## Definition and data

The wavenumber of a zone-centre vibration says how fast the atoms of a crystal oscillate when every unit cell moves in the same pattern. Here it was computed for black phosphorus from density-functional theory. Each atom was displaced slightly, the forces on all atoms were recorded, and the resulting force constants were turned into harmonic vibrations. The atomic positions had been relaxed first, but the cell was kept as given.

Harmonic zone-centre vibrations of black phosphorus (space group Cmce), computed with GPAW 26.7.0 using the vdW-DF-cx functional, PAW data sets, a 510 eV plane-wave cutoff and an 8 × 8 × 6 k-point mesh. The atoms were relaxed in the given cell, and the three acoustic modes at zero are left out. Computed and measured rows are in order of size, not paired; 1-fold means non-degenerate.

```
row  computed wavenumber (cm⁻¹)  what it is  measured wavenumber (cm⁻¹)                                                     label in the paper, method, sample  temperature of the measurement (K)                   source
  1                       113.5      1-fold                         n/a                                                                                    n/a                                 n/a                      n/a
  2                       181.6      1-fold                         n/a                                                                                    n/a                                 n/a                      n/a
  3                       216.3      1-fold                         n/a                                                                                    n/a                                 n/a                      n/a
  4                       332.4      1-fold                         n/a                                                                                    n/a                                 n/a                      n/a
  5                         n/a         n/a                       361.4                           Ag^1 mode (out-of-plane); polarized Raman spectroscopy; film                                 n/a  arXiv:1610.03382 (2016)
  6                         n/a         n/a                       362.2  A1g mode of black phosphorus (Ag^1, out-of-plane); polarized Raman spectroscopy; film                                 300  arXiv:1610.03382 (2016)
  7                         n/a         n/a                       362.3                                  A1g (first Ag mode); Raman spectroscopy; bulk crystal                                 n/a       pmc:5037434 (2016)
  8                         n/a         n/a                         363                                                 Ag1, out-of-plane; Raman; bulk crystal                                 n/a  arXiv:1505.07061 (2015)
  9                         n/a         n/a                       363.7                           A1g-type out-of-plane mode, Ag(1); micro-Raman; bulk crystal                                   4  arXiv:1601.01110 (2016)
 10                         n/a         n/a                         365                                                  Ag1; polarised Raman scattering; film                                 n/a   arXiv:1402.0270 (2014)
 11                       408.7      1-fold                         n/a                                                                                    n/a                                 n/a                      n/a
 12                       410.8      1-fold                         n/a                                                                                    n/a                                 n/a                      n/a
 13                       418.0      1-fold                         n/a                                                                                    n/a                                 n/a                      n/a
 14                         n/a         n/a                       438.3                                                  B2g; Raman spectroscopy; bulk crystal                                 n/a       pmc:5037434 (2016)
 15                         n/a         n/a                         440                                                  B2g; polarised Raman scattering; film                                 n/a   arXiv:1402.0270 (2014)
 16                         n/a         n/a                         440                                                     B2g, in-plane; Raman; bulk crystal                                 n/a  arXiv:1505.07061 (2015)
 17                         n/a         n/a                       440.3                                           B2g in-plane mode; micro-Raman; bulk crystal                                   4  arXiv:1601.01110 (2016)
 18                       445.5      1-fold                         n/a                                                                                    n/a                                 n/a                      n/a
 19                       456.2      1-fold                         n/a                                                                                    n/a                                 n/a                      n/a
 20                         n/a         n/a                       465.6                     Ag^2 mode (in-plane, armchair); polarized Raman spectroscopy; film                                 n/a  arXiv:1610.03382 (2016)
 21                         n/a         n/a                       466.2                                 A2g (second Ag mode); Raman spectroscopy; bulk crystal                                 n/a       pmc:5037434 (2016)
 22                         n/a         n/a                         467                     Ag^2 mode (in-plane, armchair); polarized Raman spectroscopy; film                                 300  arXiv:1610.03382 (2016)
 23                         n/a         n/a                         467                                                     Ag2, in-plane; Raman; bulk crystal                                 n/a  arXiv:1505.07061 (2015)
 24                         n/a         n/a                       467.5                                         Ag(2) in-plane mode; micro-Raman; bulk crystal                                   4  arXiv:1601.01110 (2016)
 25                         n/a         n/a                         470                                                  Ag2; polarised Raman scattering; film                                 n/a   arXiv:1402.0270 (2014)
```

The table sets nine computed modes beside measured values for three Raman lines. The line called Ag1 is mainly a motion out of the layer, while B2g and Ag2 are motions within it. Several papers report each line, and they agree to within about 4 cm⁻¹, so one misread value would hardly matter. The computed modes carry no symmetry labels, so a computed value next to a measured one is a neighbour in size and not yet a partner.

## The computed spectrum is too soft

Two features need no detailed assignment. The highest computed mode, at 456.2 cm⁻¹, lies below every measured value of Ag2. Further down, only one computed mode lies between 220 and 400 cm⁻¹, the one at 332.4 cm⁻¹, and it is the natural candidate for Ag1. Read in this way, it is 31 cm⁻¹ below the measured mean, or 8 %.

Three explanations come to mind. The measured crystals may have been at the wrong temperature for the comparison. The calculation may make every force constant too small by the same fraction. Or it may get some force constants more wrong than others.

## Temperature

A harmonic calculation describes atoms at rest at the bottom of their potential, whereas real crystals are measured at some temperature. The table gives an idea of how much this matters. Ag1 was found at 363.7 cm⁻¹ at 4 K and at 362.2 cm⁻¹ at 300 K, although in different samples. A difference this small is within the disagreement between laboratories, so it does not measure the shift exactly. Both are far below the deficit of 31 cm⁻¹, however, and cooling normally raises a line, which would take it further from the computed one.

Zero-point motion remains even at 4 K. In most crystals it lowers the wavenumbers, as warming does, and so it is not a likely source of the deficit either. The softness has to be sought in the computed forces.

## One common softness

The tempting explanation is that the calculation makes the whole crystal too soft by one fraction. It is attractive because it would come with a cure: find the factor from one well-known line and correct all the others with it. The physics behind it is that of a mass on a spring,

$$\omega=\sqrt{k/m},$$

where $\omega$ is the frequency, proportional to the wavenumber, $k$ the stiffness and $m$ the mass. If every force constant in the crystal is multiplied by the same number $s$, the patterns of motion stay as they are and every wavenumber is multiplied by $\sqrt{s}$.

Ag1 fixes the factor. The computed mode divided by the measured mean gives 332.4/362.9 = 0.916. Because stiffness goes as the square of the wavenumber, the restoring forces in this mode would be about 16 % too weak.

The same factor must then hold for Ag2, which played no part in finding it. The measured mean of 467.2 cm⁻¹ times 0.916 gives 428 cm⁻¹. The calculation has no mode there. The prediction falls into the gap between 418.0 and 445.5 cm⁻¹ and misses the nearer edge by 10 cm⁻¹, more than twice the spread among the measured values.

It may seem unfair to let one line decide the factor. A factor of 0.937, chosen to share the error equally between Ag1 and Ag2, does better, with Ag2 taken as the mode at 445.5 cm⁻¹. Each of the two lines is then missed by about 8 cm⁻¹. Taking Ag2 to be the mode at 418.0 cm⁻¹ instead, with a smaller factor, suits these two lines better but moves B2g away from every computed mode. When all three lines are counted, the largest miss is again about 8 cm⁻¹.

The common factor is therefore a useful half-truth. It reduces the error of Ag1 from 31 to 8 cm⁻¹ and that of Ag2, taken as the mode at 445.5 cm⁻¹, from 22 to 8 cm⁻¹. Both lines were used to choose the factor, so this describes a shared softness but does not prove a common cause. What remains is still larger than the disagreement between laboratories. B2g gives the idea little extra support: with the shared factor its scaled value lands among three computed modes close together, where a near hit proves little. The printed output after this text lists these scalings and their misses.

## Softness that differs from mode to mode

A crystal has more than one kind of spring. In black phosphorus each layer is puckered and consists of two half-layers joined by bonds. Ag1 moves the half-layers against each other and so should strain mainly the bonds that join them. Ag2 moves atoms along the layer, across the puckers, and should draw more on the bonds within each half-layer. This is expected from the shape of the layer and was not computed. The two modes have the same symmetry, so each can contain some of the other's motion.

An error in one kind of spring therefore reaches the modes in unequal measure. As long as the pattern of motion hardly changes, the relative error of the squared wavenumber is a weighted average,

$$\frac{\Delta(\omega^2)}{\omega^2}=\sum_i p_i\,\varepsilon_i .$$

Here $\varepsilon_i$ is the relative error of spring type $i$, and $p_i$ is its share in the restoring energy of the mode. The shares add up to one, and none is negative as long as every spring resists being strained. If all the errors are equal, the average is the same for every mode and the common factor returns as a special case.

This average gives the numbers a meaning. If Ag2 is the computed mode at 445.5 cm⁻¹, its stiffness is about 9 % too small, against 16 % for Ag1. An average lies between its extremes, so at least one kind of spring must be too soft by 16 % or more, and at least one by 9 % or less. If Ag2 is the highest computed mode instead, the contrast is greater still.

The table alone doesn't say which springs are at fault, because the shares have to be read from the patterns of motion. The rule behind the formula is nevertheless general: the error of a spring counts in a mode according to the share of the restoring energy that this spring holds. Two modes with similar shares should be wrong by similar fractions, even if their wavenumbers are far apart.

## Why the nearest number is a poor guide

The B2g line shows how easily this picture can be missed. The computed mode at 445.5 cm⁻¹ lies only 1 % above the measured B2g mean, and it is tempting to record a success. That reading would make one mode slightly too stiff in a calculation that is 8 % too low for Ag1.

Counting the modes suggests another reading. Five computed modes lie above 400 cm⁻¹, two at the top and three in a group below them. Black phosphorus also has an infrared mode near 470 cm⁻¹, a rough recalled value, which lies close to Ag2. If these two take the top two places, B2g belongs to the lower group and is 5 to 7 % too low. This is an argument from order, and the calculation leaves out the long-range electric forces that can shift an infrared mode. Only the computed patterns of motion could settle it.

The case against a single exact factor survives either reading. With the nearest-number reading the errors even differ in sign. With the reading by order they are all deficits, but of unequal size. For practical use, scaling this calculation by one factor can help to recognise a line, but it is too coarse for interpreting shifts of a few wavenumbers.

## What causes the uneven softness

The cell is one suspect. Its volume is about 8 % larger than a rough measured value of 19 Å³ per atom. The cell edges show where the extra room lies. Against rough measured values, the cell is about 4 % too long across the layers and about 4 % too long along the armchair direction, across the puckers, while the zigzag direction is nearly right. Some of the extra length is in the bonds themselves. After the atoms had relaxed, the bonds within each half-layer were about 2.237 Å long and those joining the half-layers about 2.281 Å. Against rough measured values, the joining bonds are nearly 2 % too long and the others less than 1 %. Longer bonds are usually softer, and Ag1 should strain mainly the joining ones, so the uneven stretching fits the larger deficit of Ag1. No calculation in another cell has tested this link.

The functional is the other suspect. It helps to set the bond lengths within the given cell, and it sets the curvature of the energy even when the cell is right. A technical doubt comes before both: the program warned that results may be wrong for a cell as skewed as this one. Repeating the calculation in a less skewed description of the same crystal would remove that doubt. A further calculation at the measured cell would then show how much of the 31 cm⁻¹ deficit of Ag1 belongs to the stretched cell and how much to the functional.

Printed output of the fit:

```
mean measured Ag1 (cm-1): 362.9
mean measured B2g (cm-1): 439.6
mean measured Ag2 (cm-1): 467.2
spread of the measured Ag1 values (cm-1): 3.6
spread of the measured Ag2 values (cm-1): 4.4
measured Ag1 at 4 K less that at 300 K (cm-1): 1.5
measured Ag2 at 4 K less that at 300 K (cm-1): 0.5
deficit of row 4 against Ag1 (cm-1): 30.53
deficit of row 4 against Ag1 (percent): 8.413
the same as missing stiffness (percent): 16.12
deficit of row 19 against Ag2 (percent): 2.358
deficit of row 18 against Ag2 (percent): 4.648
missing stiffness if row 18 is Ag2 (percent): 9.08
excess of row 18 over B2g (percent): 1.331
deficit of row 13 against B2g (percent): 4.924
deficit of row 11 against B2g (percent): 7.04
common factor taken from Ag1 alone: 0.9159
Ag2 scaled by that factor (cm-1): 427.9
distance from there to the nearest computed mode (cm-1): 9.91
best common factor: 0.9371
its miss for Ag1 and for Ag2 (cm-1): 7.69
its miss for B2g to the nearest computed mode (cm-1): 1.178
largest miss of the best factor if Ag2 is row 13 (cm-1): 7.915
excess of the cell volume over a rough recalled 19 A3 per atom (percent): 7.672
```
